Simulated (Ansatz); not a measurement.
Ni (hcp)

Computed with Ansatz (plane waves, PAW, 500 eV cutoff): r²SCAN, scalar-relativistic, collinear spin, 20×20×10 k-mesh, Gaussian smearing of 0.05 eV; PAW files: Ansatz's generated set soft_2.

```
CELL_PARAMETERS angstrom
2.44584 0.00000 0.00000
-1.22292 2.11816 0.00000
0.00000 0.00000 4.07710
ATOMIC_POSITIONS crystal
Ni 0.33333 0.66667 0.75000
Ni 0.66667 0.33333 0.25000
```

At room temperature and ambient pressure Ni is fcc.

The geometry is fixed. Moments are started on Ni in several ways. Signs follow the order of those atoms. q is the propagation vector of an order in a doubled cell, in units of this cell's reciprocal vectors; doubled cells take an equivalent mesh or are counted from a ferromagnetic run in the same cell, unless said otherwise. Energies count from the first row, the state in which the cell was relaxed.

The starts:
- ferromagnetic
- no spin polarisation
- antiparallel, q = (0, 0, 1/2), signs ++--
- antiparallel, q = (0, 1/2, 0), signs ++--
- small parallel moments

Task: Which start ends lowest, and how far above it lies the solution without spin polarisation?

Result: Lowest, alike within 0.5 meV/atom: ferromagnetic; small parallel moments (which grew into the full parallel moments). Without spin polarisation the energy is 113 meV/atom higher.

```tsv
start	largest typed moment (μB)	ΔE (meV/atom)	gap on the mesh (eV)	P (GPa)	final spin moments (μB)
ferromagnetic	0.86	0.0	metal	0.0	Ni 0.79
no spin polarisation	0.00	113.3	metal	-3.0	none
antiparallel, q = (0, 0, 1/2), signs ++--	0.80	40.0	metal	0.1	Ni 0.71, -0.71
antiparallel, q = (0, 1/2, 0), signs ++--	0.80	93.3	metal	-1.2	Ni 0.53, -0.53
small parallel moments	0.50	0.0	metal	0.0	Ni 0.79
```

1 further start is left out (unconverged or without a whole record).

The program noted a lower state or an instability beside: antiparallel, q = (0, 0, 1/2), signs ++--; antiparallel, q = (0, 1/2, 0), signs ++--. The lower rows of the table may be what it saw.

The atoms aren't at rest in: antiparallel, q = (0, 0, 1/2), signs ++-- (forces up to 0.26 eV/Å); antiparallel, q = (0, 1/2, 0), signs ++-- (forces up to 0.16 eV/Å), so relaxing would lower these rows.

The cell was relaxed in the state of the first row, and its shape doesn't suit: antiparallel, q = (0, 1/2, 0), signs ++-- (uneven stress of 2.7 GPa).

r²SCAN tends to overstate moments and magnetic energies in metals.

Without spin polarisation the pressure is 3.0 GPa lower than in the lowest state, so the magnetic solution wants the larger cell.

Only orders that fit these small cells were tried.

Site moments are of spin, integrated over atomic spheres.

The open shells may stand above their lowest state.
